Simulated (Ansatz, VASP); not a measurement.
One calculation of Ag, two programs

```
Ag
1.0
    -1.53193    1.53193    1.53193
     1.53193   -1.53193    1.53193
     1.53193    1.53193   -1.53193
Ag
1
Cartesian
  0.0000 0.0000 0.0000
```

Change from the starting cell: strain -0.050 along x and y, -0.050 along z, atoms carried along.

Alike in both runs: task single point; functional PBEsol; k mesh 26 × 26 × 26; occupations gaussian, width 0.15 eV; no spin polarisation.

|  | VASP | Ansatz |
| --- | --- | --- |
| version | VASP 6.6.1 | Ansatz 0.2.0 |
| potentials or method | VASP PAW PBE potentials, release 64 (Ag) | scalar-relativistic, plane waves, PAW |
| plane-wave cutoff (eV) | 520 | 420 |
| valence electrons in the cell | 11 | 19 |

Ansatz gave:

```
gap on the k mesh at the Fermi level (eV) : none
pressure (GPa)                            : 27.4
```

Which values does VASP return?

gap on the k mesh at the Fermi level (eV): none; pressure (GPa): 26.8.

A gap of «none» marks a metal or a gap that the smearing closes. With one functional, cell and mesh, what is left measures potentials, basis and numerics. The two sets of potentials don't hold the same shells in valence.

Caveats: so large a pressure means that the cell lies far from this level's equilibrium, or that cutoff or potentials fall short (VASP); the potentials were made for another functional, which shifts forces and pressure (VASP).
